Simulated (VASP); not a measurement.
## Au: single point with BLYP

Au:

```xyz
1
Lattice="-1.7412 1.7412 1.7412 1.7412 -1.7412 1.7412 1.7412 1.7412 -1.7412" Properties=species:S:1:pos:R:3 pbc="T T T"
Au    0.0000    0.0000    0.0000
```

This isn't the form of Au at room conditions, which is fcc.

```json
{"Program": "VASP 6.6.1", "Task": "single point", "Functional": "BLYP", "Potentials or basis": "VASP PAW PBE potentials, release 64 (Au)", "Cutoff": "520 eV", "k mesh": "15 × 15 × 15", "Occupations": "fermi-dirac, width 0.1 eV", "Spin": "no spin polarisation"}
```

* Pressure: -5.8 GPa
* Band gap on the k mesh: none (metal or under the smearing width)

Levels at points of the mesh, in eV from the Fermi level:
```tsv
k point	band 1	band 2	band 3	band 4	band 5	band 6	band 7	band 8	band 9	band 10
(0.00, 0.00, 0.00)	-7.71	-3.86	-3.86	-3.86	-2.49	-2.49	16.58	16.58	16.58	20.50
```

Wall time 41 s on 1 thread of AMD EPYC 7R43 64-Core Processor (Zen 3), with other jobs on the host, peak memory 0.12 GiB.

Caveat: the PAW data sets were made with another functional, which shifts forces and pressure a little. Spin-orbit coupling is left out, which matters for the levels of Au.
